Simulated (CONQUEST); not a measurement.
## TiC under changes of volume

One of the cells (10.158 Å³/atom); the others are scaled copies at fixed shape and fractional positions:

```
CELL_PARAMETERS angstrom
3.06279 0.00000 0.00000
0.00000 3.06279 0.00000
0.00000 0.00000 4.33144
ATOMIC_POSITIONS crystal
Ti 0.00000 0.00000 0.00000
Ti 0.50000 0.50000 0.50000
C 0.00000 0.00000 0.50000
C 0.50000 0.50000 0.00000
```

The cell is a database's computed one.

| Quantity | Value |
| --- | --- |
| Program | CONQUEST 1.3 |
| Functional | PBEsol |
| Potentials or basis | PseudoDojo NC PBEsol, DZP, grid of 32 × 32 × 48 points |
| k mesh | 9 × 9 × 6 |
| Occupations | fermi-dirac, width 0.05 eV |
| Spin | no spin polarisation |

```tsv
volume (Å³/atom)	energy over the lowest point (meV/atom)	pressure (GPa)
9.548	?	?
9.752	4.35	6.5
9.955	0.00	0.3
10.158	2.97	-4.9
10.361	11.65	-9.0
10.564	26.45	-14.0
10.767	46.50	-17.4
```

Question: What does the run at 9.548 Å³/atom give?

Answer: Energy over the lowest point 16.15 meV/atom; pressure 12.5 GPa.

Worked out: A Birch-Murnaghan fit of order 3 (a polynomial in V^(-2/3)) to the other rows has its minimum at 9.97 Å³/atom with B0 = V·E''(V) = 263 GPa and B' = 3.2. It gives 16.03 meV/atom at 9.548 Å³/atom, against the run's 16.15, and -dE/dV = 12.3 GPa, against 12.5.

Energies are extrapolated to zero smearing.

Caveats: the basis of atomic orbitals isn't converged, which shifts pressures, moduli and gaps; the real-space grid breaks the cell's symmetry a little (some runs).
